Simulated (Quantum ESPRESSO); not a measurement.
Runs of Quantum ESPRESSO 7.5 on Ta2N. Symmetry: P-3m1, No. 164, trigonal system. Conventional cell: a = 3.113 Å, b = 3.113 Å, c = 4.870 Å, α = 90.00°, β = 90.00°, γ = 120.00°. Ta (site symmetry 3m) has 3 N at 2.18 Å as nearest neighbours. N (site symmetry -3m) has 6 Ta at 2.18 Å as nearest neighbours. The cell comes from a database or a generator and needn't be the stable form of this composition.

| task | level | potentials or basis | cell | k mesh | cutoff (eV) | form of the LDA correlation | SCF threshold | symmetry | mesh quality | gap on the mesh (eV) | pressure (GPa) | V0 of scaled cells (Å³/atom) | B0 (GPa) | largest force (eV/Å) |
| --- | --- | --- | --- | --- | --- | --- | --- | --- | --- | --- | --- | --- | --- | --- |
| band structure | LDA | GBRV 1.5 LDA | as given | 10 × 10 × 6 | 762 | PZ81 | 6e-10 Ry | - | not flagged | none | -14.3 | - | - | (a) |
| single point | PBEsol | GBRV 1.5 PBEsol | as given | 10 × 10 × 6 | 762 | - | 6e-10 Ry | - | not flagged | none | -9.1 | - | - | 0.27 |
| band structure | PBEsol | GBRV 1.5 PBEsol | as given | 10 × 10 × 6 | 762 | - | 6e-10 Ry | - | not flagged | none | -9.1 | - | - | 0.27 |
| single point | PBEsol | GBRV 1.5 PBEsol | atoms moved at random, drawn with an rms of 0.05 Å | 10 × 10 × 6 | 762 | - | 6e-10 Ry | - | not flagged | none | -8.4 | - | - | 0.77 |
| equation of state | r2SCAN | SG15 PBE 1.2 | as given | 4 × 4 × 2 | 1197 | - | 1e-08 Ry | off | coarse | - | - | 12.96 | (b) | - |
| equation of state | PBEsol | GBRV 1.5 PBEsol | as given | 10 × 10 × 6 | 762 | - | 6e-10 Ry | - | not flagged | - | - | 13.19 | 303 | - |
| equation of state | LDA | GBRV 1.5 LDA | as given | 10 × 10 × 6 | 762 | PZ81 | 6e-10 Ry | - | not flagged | - | - | 12.96 | 318 | - |

Alike in all rows: no spin polarisation; smearing fermi-dirac 0.05 eV.

**Question.** Estimate the missing entries.

**Answer.** (a) 0.41; (b) 306.

Caveats: some runs use coarse meshes; the cell was scaled at fixed shape and fractional positions, which overstates the stiffness of a crystal with free parameters, most of all of layers and chains (some runs); spin-orbit coupling is left out, which moves the levels of the heavy elements (some runs); the potentials were made for another functional, which shifts forces and pressure (some runs).

A k mesh can miss the band edges, and the runs leave out spin-orbit coupling on Ta.

A gap of «none» marks a metal or a gap under the smearing width.
